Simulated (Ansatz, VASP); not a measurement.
**NaCl in VASP and in Ansatz**

INCAR

```
  PREC = Accurate
  ENCUT = 520
  EDIFF = 1E-7
  ISMEAR = 0
  SIGMA = 0.02
  LREAL = F
  LASPH = T
  NELM = 80
  ALGO = Normal
  ISIF = 2
  LWAVE = F
  LCHARG = T
  GGA = PE
  LELF = T
  LVHAR = T
  NBANDS = 14
```

File KPOINTS:

```
Automatic mesh
0
Gamma
  8 8 8
```

File POSCAR:

```
NaCl
1.0
    0.0000000000      2.8752843131      2.8752843131
    2.8752843131      0.0000000000      2.8752843131
    2.8752843131      2.8752843131      0.0000000000
Na Cl
1 1
Direct
    0.0000000000      0.0000000000      0.0000000000
    0.5000000000      0.5000000000      0.5000000000
```

Input for Ansatz:

```yaml
crystal:
  lattice:
    - [0.0, 2.8752842325, 2.8752842325]
    - [2.8752842325, 0.0, 2.8752842325]
    - [2.8752842325, 2.8752842325, 0.0]
  atoms:
    - { symbol: Na, position: [0.0, 0.0, 0.0] }
    - { symbol: Cl, position: [0.5, 0.5, 0.5] }
basis:
  ecutwfc: 420
kpoints:
  mp_grid: { grid: [8, 8, 8] }
hamiltonian:
  xc: pbe
scf:
  occupations: { method: gaussian, width: 0.02 }
output:
  forces: true
  stress: true
  eigenvalues: true
```

Alike in both runs: task single point; functional PBE; k mesh 8 × 8 × 8; occupations gaussian, width 0.02 eV; no spin polarisation.

|  | VASP | Ansatz |
| --- | --- | --- |
| version | VASP 6.6.1 | Ansatz 0.2.0 |
| potentials or method | VASP PAW PBE potentials, release 64 (Na_pv, Cl) | scalar-relativistic, plane waves, PAW |
| plane-wave cutoff (eV) | 520 | 420 |
| valence electrons in the cell | 14 | 16 |

VASP gave:

| Property | Result |
| --- | --- |
| gap on the k mesh at the Fermi level (eV) | 4.89 |
| least direct gap on the mesh (eV) | 4.89 |
| pressure (GPa) | -0.7 |

Task: Estimate Ansatz's values.

Result: gap on the k mesh at the Fermi level (eV): 4.89; least direct gap on the mesh (eV): 4.89; pressure (GPa): -0.6.

The two sets of potentials don't hold the same shells in valence.

A k mesh can miss the band edges. A hybrid or GW would open this gap; PBE tends to underestimate it.
